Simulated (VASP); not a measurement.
Write the native input for VASP 6.6.1 that does the following.

```
Task                   : relaxation of cell and atoms
Functional             : PBE
Potentials or basis    : VASP PAW PBE potentials, release 64 (Zn, S)
Cutoff                 : 600 eV
k mesh                 : 9 × 9 × 9
Occupations            : fermi-dirac, width 0.05 eV
Spin                   : no spin polarisation
Further INCAR settings : ALGO = Fast; EDIFF = 1e-07; IBRION = 2; EDIFFG = -0.01; NSW = 40; ISIF = 3
```

The structure of ZnS lies in POSCAR:

```
ZnS
1.0
    0.0000000000      2.7020000000      2.7020000000
    2.7020000000      0.0000000000      2.7020000000
    2.7020000000      2.7020000000      0.0000000000
Zn S
1 1
Direct
    0.7500000000      0.7500000000      0.7500000000
    0.0000000000      0.0000000000      0.0000000000
```

One way to write it, as run:

INCAR

```
PREC     = Accurate       # precision mode
ENCUT    = 600            # plane-wave cutoff, eV
EDIFF    = 1E-7           # SCF threshold, eV
ISMEAR   = -1             # smearing method
SIGMA    = 0.05           # smearing width, eV
LREAL    = False          # projectors in reciprocal space
LASPH    = True           # aspherical terms in the spheres
NELM     = 100            # most SCF steps
ALGO     = Fast           # electronic algorithm
ISIF     = 3              # what is computed and relaxed
LWAVE    = False          # write WAVECAR
LCHARG   = False          # write CHGCAR
GGA      = PE             # functional
IBRION   = 2              # ionic algorithm
NSW      = 40             # ionic steps
EDIFFG   = -0.01          # ionic threshold
```

KPOINTS

```
Automatic mesh
0
Gamma
  9 9 9
```

Potentials or basis: VASP PAW PBE potentials, release 64 (Zn, S).

The run is started by

```sh
$ cat potpaw_PBE.64/Zn/POTCAR potpaw_PBE.64/S/POTCAR > POTCAR
$ mpirun -np 1 vasp_std > vasp.out
```

Results of the run:

```yaml
Relaxed_volume: 20.20 Å³/atom
Relaxed_cell: a = 3.852 Å, b = 3.852 Å, c = 3.852 Å, α = 60.00°, β = 60.00°, γ = 60.00°
Space_group_after_relaxing_to_0.05_Å: F-43m (No. 216)
Energy_gained_by_relaxing: 2.6 meV/atom
Ionic_steps: 3
Pressure_after_relaxing: 0.0 GPa
Band_gap_on_the_k_mesh: 2.01 eV, direct
```

Wall time 33 s on 1 thread of Intel(R) Xeon(R) 6975P-C (Granite Rapids), with other jobs on the host, peak memory 0.19 GiB.
